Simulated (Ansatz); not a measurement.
# C: a line through an energy map, part 2 of 2

Aim: follow the energy of C (Fd-3m, No. 227; 2 atoms in the cell) along one coordinate, strain +e along z and -e/2 along x and y, with the other held at strain +e along x and -e along y = −7.50 %.

Ansatz 0.2.0; DFT PBE, scalar-relativistic, plane waves, PAW.

**9. Point (−7.50 %, 5.25 %)**

Contents of input.yaml:

```yaml
crystal:
  lattice:
    - [0.0, 1.8729028384, 1.8795997496]
    - [1.6050263895, 0.0, 1.8795997496]
    - [1.6050263895, 1.8729028384, 0.0]
  atoms:
    - { symbol: C, position: [0.5, 0.5, 0.5] }
    - { symbol: C, position: [0.75, 0.75, 0.75] }
basis:
  ecutwfc: 520.0
kpoints:
  mp_grid: { grid: [12, 12, 12] }
hamiltonian:
  xc: pbe
  pseudopotentials: { kind: paw, azcp: { folder: soft_1 } }
scf:
  occupations: { method: gaussian, width: 0.05 }
output:
  forces: true
  stress: true
  eigenvalues: true
```

The run is started by

```sh
> ansatz run input.yaml --threads 1 --pin off --max-ram 2048MiB --backend cpu --events-out ev --progress --plain --runs-dir out
```

Standard output:

```text
Warning: RAYON_NUM_THREADS=1 ignored (pool sized by the plan → 1); use --threads N
Engine: ansatz 0.2.0, aarch64-unknown-linux-gnu
Pseudopotentials: kind: paw
Pseudopotential: C, paw, valence charge 4, recommended cutoff 420 eV (normal), <dir>
Functional definition: PBE
  parameter kappa = 0.804
  parameter beta = 0.06672455060314922
  exchange = pbe_x(kappa = kappa, mu = beta*pi^2/3)
  correlation = pbe_c(beta = beta)
Crystal: 2 atoms, lattice volume = 11.300 Å³
Basis set: ecut = 520 eV, 305 PW (Γ), exchange–correlation on 40×40×40 points (8 copies of the dense FFT grid, shifted against one another)
Bands: 8, of which v1, the nominal top of the filled ones, is band 4 counted from 1 (3 counted from 0)
Symmetry: 8 space group operations
Space group: Fddd (ITA 70), of the structure as read, at distance tolerance 2.2e-5 Å
k-points: 280 of 1728
Non-local potential: C, projectors of the file, l = 0: 2, l = 1: 2, l = 2: 1
PAW form: soft (Blöchl's): semilocal exchange-correlation on the pseudo side does not see the compensation charge
PAW one-centre angular grid: C, 110 points (default); XC on 64 Gauss nodes
Initial density: superposition of atomic densities (chi_scale 0.1, normalization cell)
Initial wavefunctions: pseudopotential atomic-orbital guess
Functional: x = pbe(κ = 0.804, μ = 0.2195149727645171), c = pbe(β = 0.06672455060314922)
SCF iter   1: F=—  HF=-501.666864 eV  |F-HF|=—  |Δ(HF+E_count)|=         —  Δρ=1.37e-1  dr2=1.48e0  ethr=3.10e-3  ⟨swp⟩=4.6  Hψ=14392  notcnv=0
preconditioner: auto → none  [insulator: Δε(μ)=1.067 eV  Ē_g=19.420 eV  σ=0.050 eV  W_gap=1.00  n_scr=0 (ndim 8)  ℏωp=31.2 eV  f_vac=0.000  D(μ)=0.00/eV (n_scr^D=0)  ε∞_Penn≈3.6]
SCF iter   2: F=—  HF=-501.210629 eV  |F-HF|=—  |Δ(HF+E_count)|=   4.56e-1  Δρ=5.94e-2  dr2=2.65e-1  ethr=3.10e-3  ⟨swp⟩=3.0  Hψ=6559  notcnv=0
SCF iter   3: F=—  HF=-501.139549 eV  |F-HF|=—  |Δ(HF+E_count)|=   7.11e-2  Δρ=3.93e-3  dr2=6.16e-4  ethr=3.10e-3  ⟨swp⟩=3.0  Hψ=4480  notcnv=0
SCF iter   4: F=—  HF=-501.140085 eV  |F-HF|=—  |Δ(HF+E_count)|=   5.37e-4  Δρ=2.99e-4  dr2=3.09e-6  ethr=7.70e-6  ⟨swp⟩=2.6  Hψ=3397  notcnv=0
SCF iter   5: F=—  HF=-501.140089 eV  |F-HF|=—  |Δ(HF+E_count)|=   3.84e-6  Δρ=2.50e-5  dr2=2.16e-8  ethr=3.87e-8  ⟨swp⟩=2.1  Hψ=3221  notcnv=0
SCF iter   6: F=-501.140089 eV  HF=-501.140089 eV  |F-HF|=2.55e-11  |Δ(HF+E_count)|=   4.87e-8  Δρ=7.13e-7  dr2=2.77e-11  ethr=2.70e-10  ⟨swp⟩=2.4  Hψ=8854  notcnv=0
SCF 1 converged in 6 iterations: F = -501.140089 eV  dr2 = 2.77e-11
SCF converged after 6 iterations
Free energy (F): -501.140089 eV
Harris-Foulkes:  -501.140089 eV  (|F-HF|=2.55e-11)
Internal energy: -501.140089 eV  (E = F + TS)
E sigma→0 (E₀):  -501.140089 eV
Fermi energy:    14.998895 eV
--- Per-component energies (eV) ---
  E_band       = 36.154883
  E_kinetic    = 179.619038
  E_local      = -107.273171  (includes V_loc(G=0)·N_el)
  E_nonlocal   = 45.937526
  E_hartree    = 25.451890
  E_xc         = -95.302374
  E_vxc        = -117.701044  (∫ρ·V_xc dr)
  E_paw        = -199.891103  (= ΣΔE_a)
  E_vpaw       = -15.331206  (= ΣTr[D̂ρ^β])
  E_aug_tail   = 0.000003  (compensation charges beyond the density's cutoff)
  E_ewald      = -349.681897
  E_smearing   = -0.000000  (= −TS)
  E_closure    = 0.000000  (closes the sum)
  Σ components = -501.140089   (vs F -501.140089, Δ=0.00e0)
--- Forces (eV/Å), atoms counted from 1 ---
  atom   1  C      0.00000000     0.00000000     0.00000000
  atom   2  C      0.00000000     0.00000000     0.00000000
  max |Σ_I F_I| component: 0.00e0 eV/Å
--- Stress (GPa, compression-positive) ---
       85.102562       0.000000       0.000000
        0.000000     -34.588605       0.000000
        0.000000       0.000000     -38.955269
  P = ⅓ Tr σ = 3.8529 GPa (38.529 kbar)
--- Band table (eV; the first three rows and the last of 280) ---
  k-point 0: bands = ["-8.0869", "12.7422", "12.8154", "14.7779", "18.0114", "19.9077", "19.9515", "26.4970"]
  k-point 1: bands = ["-7.8912", "11.9264", "12.4283", "14.1825", "18.3246", "20.2682", "20.6365", "26.6836"]
  k-point 2: bands = ["-7.3064", "9.6968", "11.6254", "13.3519", "18.9289", "20.9263", "21.8770", "27.2412"]
  k-point 279: bands = ["-0.1181", "-0.1181", "8.1173", "8.1173", "19.6858", "19.6858", "28.9504", "28.9504"]
```

It took 2.7 s on 1 thread of Arm Neoverse V1, shared host; peak memory 0.29 GiB.

Energy on the map's scale: 239 meV/atom.

**10. Point (−7.50 %, 7.00 %)**

input.yaml: that of step 9 with these lines changed.

```diff
@@ -2,5 +2,5 @@
   lattice:
-    - [0.0, 1.8729028384, 1.8795997496]
-    - [1.6050263895, 0.0, 1.8795997496]
-    - [1.6050263895, 1.8729028384, 0.0]
+    - [0.0, 1.8572767122, 1.910852002]
+    - [1.5894002633, 0.0, 1.910852002]
+    - [1.5894002633, 1.8572767122, 0.0]
   atoms:
```

The run is started by

```sh
> ansatz run input.yaml --threads 1 --pin off --max-ram 2048MiB --backend cpu --events-out ev --progress --plain --runs-dir out
```

Standard output:

```text
[... 28 lines left out ...]
SCF 1 converged in 6 iterations: F = -501.039977 eV  dr2 = 2.57e-11
SCF converged after 6 iterations
Free energy (F): -501.039977 eV
Harris-Foulkes:  -501.039977 eV  (|F-HF|=2.63e-11)
Internal energy: -501.039969 eV  (E = F + TS)
E sigma→0 (E₀):  -501.039973 eV
Entropy (-TS):   -0.000008 eV (-0.004 meV/atom)
Fermi energy:    14.983323 eV
--- Per-component energies (eV) ---
  E_band       = 36.493007
  E_kinetic    = 179.660374
  E_local      = -106.565135  (includes V_loc(G=0)·N_el)
  E_nonlocal   = 45.954329
  E_hartree    = 25.232830
  E_xc         = -95.295733
  E_vxc        = -117.694174  (∫ρ·V_xc dr)
  E_paw        = -199.888615  (= ΣΔE_a)
  E_vpaw       = -15.328010  (= ΣTr[D̂ρ^β])
  E_aug_tail   = 0.000003  (compensation charges beyond the density's cutoff)
  E_ewald      = -350.138022
  E_smearing   = -0.000008  (= −TS)
  E_closure    = 0.000000  (closes the sum)
  Σ components = -501.039977   (vs F -501.039977, Δ=0.00e0)
--- Forces (eV/Å), atoms counted from 1 ---
  atom   1  C      0.00000000    -0.00000000     0.00000000
  atom   2  C     -0.00000000     0.00000000    -0.00000000
  max |Σ_I F_I| component: 0.00e0 eV/Å
--- Stress (GPa, compression-positive) ---
       92.096831      -0.000000      -0.000000
       -0.000000     -21.257709      -0.000000
       -0.000000      -0.000000     -56.789075
  P = ⅓ Tr σ = 4.6833 GPa (46.833 kbar)
--- Band table (eV; the first three rows and the last of 280) ---
  k-point 0: bands = ["-8.0719", "12.4634", "13.0616", "14.9221", "17.9918", "19.9029", "20.2514", "26.4871"]
  k-point 1: bands = ["-7.8754", "11.8179", "12.5211", "14.3220", "18.2835", "20.3117", "20.8717", "26.6764"]
  k-point 2: bands = ["-7.2881", "9.7216", "11.6023", "13.4852", "18.8383", "20.9670", "22.0831", "27.2470"]
  k-point 279: bands = ["-0.3380", "-0.3380", "8.4320", "8.4320", "20.1561", "20.1561", "28.8917", "28.8917"]
```

Run time: 3.1 s. Hardware: 1 thread of Arm Neoverse V1, shared host; peak memory 0.29 GiB.

That is 289 meV/atom from the zero.

**11. Results**

What follows sums up all 2 parts.

| strain +e along z and -e/2 along x and y (%) | step | energy (meV/atom) | slope (meV/atom per %) | pressure (GPa) | band gap on the k-mesh (eV) |
| --- | --- | --- | --- | --- | --- |
| −7.00 | 3 | 321 | −35 | 4.97 | 1.59 |
| −5.25 | – | 266 | −28 | 4.10 | 2.25 |
| −3.50 | 4 | 224 | −20 | 3.47 | 2.05 |
| −1.75 | 5 | 197 | −11 | 3.06 | 1.72 |
| 0.00 | 6 | 185 | −3 | 2.90 | 1.40 |
| 1.75 | 7 | 187 | 6 | 2.97 | 1.08 |
| 3.50 | 8 | 205 | 15 | 3.28 | 0.76 |
| 5.25 | 9 | 239 | 24 | 3.85 | 0.45 |
| 7.00 | 10 | 289 | 33 | 4.68 | 0.13 |

Energies count from the relaxed crystal. Rows without a step come from runs not printed here or follow by symmetry. Slopes come from the forces (and the stress, where the cell changes), not from differences of energies.

In words: The lowest point of the line is at 0.00 %, 185 meV/atom from the zero. A fit to energies and slopes at the lowest point and its two neighbours puts the minimum at 0.586 %, with a curvature of about 5 meV/atom per %². Divided by the reference volume, that is a stiffness of about 1400 GPa for this pattern of strain. The highest point computed, at −7.00 %, lies 136 meV/atom above the lowest. This is one cut through a surface in two coordinates; the map's lowest point lies off it. The gap on the mesh closes on part of the grid.

The gaps are Kohn-Sham values of a semilocal functional, not quasiparticle or optical gaps. Such gaps usually fall short of the measured ones.
